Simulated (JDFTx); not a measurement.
TePb: equation of state with PBEsol

The system is TePb.

```xyz
2
Lattice="0.0000 3.2310 3.2310 3.2310 0.0000 3.2310 3.2310 3.2310 0.0000" Properties=species:S:1:pos:R:3 pbc="T T T"
Pb    0.0000    0.0000    0.0000
Te    3.2310    3.2310    3.2310
```

```
Program                                 : JDFTx 1.7.0 (patched build)
Task                                    : equation of state
Functional                              : PBEsol
Potentials or basis                     : PseudoDojo-SR-PBEsol-0.4.1-standard with smoothed tails
Cutoff                                  : 1088 eV
Density cutoff                          : 8708 eV
k mesh                                  : 7 × 7 × 7
Occupations                             : fermi-dirac, width 0.05 eV
Spin                                    : no spin polarisation
Local potential set to -Z/r beyond      : 6 bohr
Bands                                   : 22
Density cutoff over wavefunction cutoff : 8
Max SCF steps                           : 100
SCF threshold on the energy             : 1e-09 Ha
Solver of the electrons                 : scf
```

The equilibrium volume is 33.45 Å³/atom. The bulk modulus is 45 GPa and the pressure derivative of the bulk modulus is 4.5.

Energy against volume, from the lowest point:
| volume (Å³/atom) | energy (meV/atom) |
| --- | --- |
| 31.706 | 13.65 |
| 32.380 | 4.71 |
| 33.055 | 0.32 |
| 33.730 | 0.00 |
| 34.404 | 3.32 |
| 35.079 | 9.90 |
| 35.753 | 19.39 |

 The run has no spin-orbit coupling, so splittings on Pb, Te are missing.
